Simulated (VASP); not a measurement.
# Pb3O (Im-3m) in VASP: a series of runs, part 2 of 2

VASP 6.6.1. The steps go on from the part before.

**3. Single point, PBE (random cell by space group and Wyckoff sites (Im-3m, No. 229))**

Input file INCAR:

```
PREC = Accurate
ENCUT = 520
EDIFF = 1E-7
ISMEAR = 0
SIGMA = 0.1
LREAL = False
LASPH = True
NELM = 60
ALGO = Normal
ISIF = 2
LWAVE = False
LCHARG = False
GGA = PE
NBANDS = 32
```

Input file KPOINTS:

```
regular mesh
0
Gamma
  4 4 4
```

Input file POSCAR:

```
Pb3O
1.0
   -3.0168309945      3.0168309945      3.0168309945
    3.0168309945     -3.0168309945      3.0168309945
    3.0168309945      3.0168309945     -3.0168309945
Pb O
3 1
Direct
    0.0000000000      0.5000000000      0.5000000000
    0.5000000000      0.0000000000      0.5000000000
    0.5000000000      0.5000000000      0.0000000000
    0.0000000000      0.0000000000      0.0000000000
```

Potentials or basis: VASP PAW PBE potentials, release 64 (Pb_d, O).

Run with:

```sh
cat potpaw_PBE.64/Pb_d/POTCAR potpaw_PBE.64/O/POTCAR > POTCAR
mpirun -np 1 vasp_std > vasp.out
```

Run time: 26 s. Hardware: 1 thread of Intel Xeon 6975P-C (Granite Rapids), shared host; peak memory 0.24 GiB.

It converged, with:

- Free energy: -15.0150 eV
- Pressure: -0.1 GPa
- Band gap on the k mesh: none (metal or under the smearing width)

Levels at points of the mesh, in eV from the Fermi level:
| k point | band 20 | band 21 | band 22 | band 23 | band 24 | band 25 | band 26 | band 27 | band 28 | band 29 |
| --- | --- | --- | --- | --- | --- | --- | --- | --- | --- | --- |
| (0.00, 0.00, 0.00) | -1.90 | -1.90 | -1.90 | -1.67 | -1.67 | -1.67 | 3.26 | 3.26 | 3.26 | 4.98 |
| (0.50, 0.00, 0.00) | -2.13 | -2.08 | -1.01 | -0.92 | 0.28 | 1.50 | 2.55 | 2.75 | 3.25 | 3.74 |
| (0.50, 0.50, 0.50) | -3.70 | -3.70 | -3.70 | -0.71 | -0.71 | -0.71 | 4.25 | 4.25 | 4.25 | 8.27 |

Caveat: the k mesh is coarse (spacing up to 0.37 Å⁻¹), so the values aren't converged.

**4. Relaxation of cell and atoms, PBE (random cell by space group and Wyckoff sites (Im-3m, No. 229))**

Input file INCAR:

```
SYSTEM = Pb3O
ALGO     = Normal         ! electronic algorithm
EDIFF    = 1E-6           ! SCF threshold, eV
EDIFFG   = -0.04          ! ionic threshold
ENCUT    = 600            ! plane-wave cutoff, eV
GGA      = PE             ! functional
IBRION   = 2              ! ionic algorithm
ISIF     = 3              ! what is computed and relaxed
ISMEAR   = 0              ! smearing method
LASPH    = .True.         ! aspherical terms in the spheres
LCHARG   = .False.        ! write CHGCAR
LREAL    = .False.        ! projectors in reciprocal space
LWAVE    = .False.        ! write WAVECAR
NELM     = 100            ! most SCF steps
NSW      = 90             ! ionic steps
PREC     = Accurate       ! precision mode
SIGMA    = 0.1            ! smearing width, eV
```

Input file KPOINTS:

```
k-points
0
Gamma
  4 4 4
  0 0 0
```

Input file POSCAR:

```
Pb3O
1.0
   -3.1104877500      3.1104877500      3.1104877500
    3.1104877500     -3.1104877500      3.1104877500
    3.1104877500      3.1104877500     -3.1104877500
Pb O
3 1
Direct
    0.0000000000      0.5000000000      0.5000000000
    0.5000000000      0.0000000000      0.5000000000
    0.5000000000      0.5000000000      0.0000000000
    0.0000000000      0.0000000000      0.0000000000
```

Potentials or basis: VASP PAW PBE potentials, release 64 (Pb_d, O).

Run with:

```sh
cat potpaw_PBE.64/Pb_d/POTCAR potpaw_PBE.64/O/POTCAR > POTCAR
mpirun -np 1 vasp_std > vasp.out
```

OUTCAR:

```text
SYSTEM = Pb3O
   EDIFF = 1E-6
   EDIFFG = -0.04
   ENCUT = 600
   GGA = PE
   IBRION = 2
   ISIF = 3
   ISMEAR = 0
   LASPH = .True.
   LREAL = .False.
   NELM = 100
   NSW = 90
   PREC = Accurate

 ion  position               nearest neighbor table
   1  0.000  0.500  0.500-   2 3.11   3 3.11   3 3.11   2 3.11
   2  0.500  0.000  0.500-   1 3.11   3 3.11   3 3.11   1 3.11
   3  0.500  0.500  0.000-   1 3.11   2 3.11   2 3.11   1 3.11
[... 737 lines left out ...]
  Direction    XX          YY          ZZ          XY          YZ          ZX
  --------------------------------------------------------------------------------------
  -------------------------------------------------------------------------------------
  Total       -0.0383299     -0.0383299     -0.0383299      0.0000000      0.0000000      0.0000000
  in kB       -0.5594217     -0.5594217     -0.5594217      0.0000000      0.0000000      0.0000000
  external PRESSURE =      -0.5594217 kB  Pullay stress =       0.0000000 kB

 VOLUME and BASIS-vectors are now :
 -----------------------------------------------------------------------------
  energy-cutoff  :      600.00
  volume of cell :      109.78
      direct lattice vectors                 reciprocal lattice vectors
    -3.016359419  3.016359419  3.016359419     0.000000000  0.165762739  0.165762739
     3.016359419 -3.016359419  3.016359419     0.165762739  0.000000000  0.165762739
     3.016359419  3.016359419 -3.016359419     0.165762739  0.165762739  0.000000000

 POSITION                                       TOTAL-FORCE (eV/Angst)
 -----------------------------------------------------------------------------------
      0.00000      3.01636      3.01636         0.000000      0.000000     -0.000000
      3.01636      0.00000      3.01636        -0.000000     -0.000000     -0.000000
      3.01636      3.01636      0.00000        -0.000000      0.000000      0.000000
     -3.01636      3.01636      3.01636         0.000000     -0.000000      0.000000
 -----------------------------------------------------------------------------------
    total drift:                               -0.000000      0.000000     -0.000000

  FREE ENERGIE OF THE ION-ELECTRON SYSTEM (eV)
  ---------------------------------------------------
  free  energy   TOTEN  =       -15.0199798995 eV

  energy  without entropy=      -15.0048042460  energy(sigma->0) =      -15.01239207

 reached required accuracy - stopping structural energy minimisation
```

CONTCAR:

```text
Pb3O
   1.00000000000000
    -3.0163594186188196    3.0163594186188196    3.0163594186188196
     3.0163594186188196   -3.0163594186188196    3.0163594186188196
     3.0163594186188196    3.0163594186188196   -3.0163594186188196
  Pb              O
     3     1
Direct
     1.0000000000000000    0.5000000000000000    0.5000000000000000
     0.5000000000000000    1.0000000000000000    0.5000000000000000
     0.5000000000000000    0.5000000000000000    1.0000000000000000
     1.0000000000000000    0.0000000000000000    0.0000000000000000

  0.00000000E+00  0.00000000E+00  0.00000000E+00
  0.00000000E+00  0.00000000E+00  0.00000000E+00
  0.00000000E+00  0.00000000E+00  0.00000000E+00
  0.00000000E+00  0.00000000E+00  0.00000000E+00
```

Run time: 58 s. Hardware: 1 thread of Intel Xeon 6975P-C (Granite Rapids), shared host; peak memory 0.34 GiB.

Results:

```yaml
Free_energy: -15.0200 eV
Relaxed_volume: 27.44 Å³/atom
Relaxed_cell: a = 5.224 Å, b = 5.224 Å, c = 5.224 Å, α = 109.47°, β = 109.47°, γ = 109.47°
Space_group_after_relaxing_to_0.05_Å: Im-3m (No. 229)
Energy_gained_by_relaxing: 30.6 meV/atom
Ionic_steps: 2
Pressure_after_relaxing: -0.1 GPa
Band_gap_on_the_k_mesh: none (metal or under the smearing width)
```

The path:
```csv
step,energy change (eV),largest force (eV/Å),pressure (GPa),volume (Å³)
1,0.0000,0.0000,-3.34,120.38
2,-0.1223,0.0000,-0.06,109.78
```

Final structure:
```
Pb O
1.0
    -3.01636    3.01636    3.01636
     3.01636   -3.01636    3.01636
     3.01636    3.01636   -3.01636
Pb O
3 1
Direct
  0.00000 0.50000 0.50000
  0.50000 0.00000 0.50000
  0.50000 0.50000 0.00000
  0.00000 0.00000 0.00000
```

The run has no spin-orbit coupling, so splittings on Pb are missing.

**5. Summary**

```tsv
task	cell	cutoff (eV)	mesh quality	gap on the mesh (eV)	pressure (GPa)
single point	random cell by space group and Wyckoff sites (Im-3m, No. 229)	520	not flagged	none	-3.3
single point	random cell by space group and Wyckoff sites (Im-3m, No. 229)	520	coarse	none	-0.1
relaxation of cell and atoms	relaxed from: random cell by space group and Wyckoff sites (Im-3m, No. 229)	600	not flagged	none	-0.1
```

Alike in all rows: level PBE; potentials or basis VASP PAW PBE potentials, release 64 (Pb_d, O); no spin polarisation; k mesh 4 × 4 × 4; smearing gaussian 0.1 eV.

Caveats: some runs use coarse meshes.

Total energies depend on the potentials used, so only differences within one code and one set of settings carry meaning.
